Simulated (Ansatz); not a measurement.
## Where the states of AgI lie

```cif
data_structure
_symmetry_space_group_name_H-M 'P 1'
_symmetry_Int_Tables_number 1
_cell_length_a 4.5800
_cell_length_b 4.5800
_cell_length_c 7.5100
_cell_angle_alpha 90.000
_cell_angle_beta 90.000
_cell_angle_gamma 120.000
_cell_volume 136.43
loop_
_atom_site_label
_atom_site_type_symbol
_atom_site_fract_x
_atom_site_fract_y
_atom_site_fract_z
_atom_site_occupancy
Ag1 Ag 0.33333 0.66667 0.00000 1
Ag2 Ag 0.66667 0.33333 0.50000 1
I1 I 0.33333 0.66667 0.37500 1
I2 I 0.66667 0.33333 0.87500 1
```

The runs use the primitive cell with vectors (4.580, 0.000, 0.000), (-2.290, 3.966, 0.000), (0.000, 0.000, 7.510) Å, to which the k mesh refers.

Conventional cell: a = 4.580 Å, b = 4.580 Å, c = 7.510 Å, α = 90.00°, β = 90.00°, γ = 120.00°. Ag (atom 1) has 4 I at 2.81 to 2.82 Å as nearest neighbours. I (atom 3) is surrounded by 4 Ag at 2.81 to 2.82 Å.

The cell is COD entry 1011050, as deposited and not checked against the literature; nothing was relaxed. It is an old determination, and later ones may differ.

Spin–orbit coupling is left out, though it moves levels of the heavy atoms by tenths of an eV or more.

Method: DFT, PBE, all-electron LAPW, scalar-relativistic (Ansatz 0.2.0).

Settings: a Γ-centred 8×8×4 k mesh, Fermi–Dirac smearing of 0.02 eV, basis error target 1 meV/atom, no spin polarisation.

(1) Which of the resolved shells contributes most in the top eV of the valence band?

(2) Where is the centre of the filled Ag 4d states between -13 eV and the top of the filled states?

(3) Tabulate the density of states.

## Answers

(1) I 5p, with 65 % of all states there; Ag 4d follows with 33 %.

(2) -3.08 eV from the valence-band top.

(3) States per eV and cell, averaged over 0.4 eV, from -4.5 to 3.7 eV, with energies (bin centres) from the valence-band top; empty bins are left out. The partial columns, the largest 4 alone, are projections on Löwdin-orthogonalised atomic shells (those that the program's projection atoms carry: the occupied ones and, for some elements, an empty d or f shell; other empty shells have no column), summed over atoms of an element. Weights on diffuse s and p shells depend on that basis and aren't pure angular character.
```tsv
E (eV)	total	Ag 4d	I 5p	Ag 5s	I 5s
-4.4	9.08	3.58	4.51	0.93	0.02
-4.0	20.17	11.57	7.92	0.59	0.01
-3.6	0.76	0.43	0.30	0.02	0.00
-3.2	16.29	16.02	0.13	0.08	0.01
-2.8	7.84	7.04	0.44	0.20	0.11
-2.4	3.73	2.52	0.88	0.18	0.10
-2.0	3.40	1.68	1.48	0.12	0.06
-1.6	5.13	2.04	2.85	0.10	0.04
-1.2	5.99	2.12	3.64	0.07	0.03
-0.8	5.22	1.75	3.32	0.04	0.02
-0.4	2.15	0.69	1.43	0.00	0.00
0.0	0.25	0.08	0.17	0.00	0.00
1.6	0.01	0.00	0.00	0.01	0.00
2.0	0.10	0.00	0.01	0.07	0.02
2.4	0.26	0.00	0.04	0.17	0.04
2.8	0.66	0.00	0.12	0.41	0.07
3.2	2.25	0.01	0.39	1.28	0.13
3.6	3.59	0.02	0.64	1.83	0.11
```
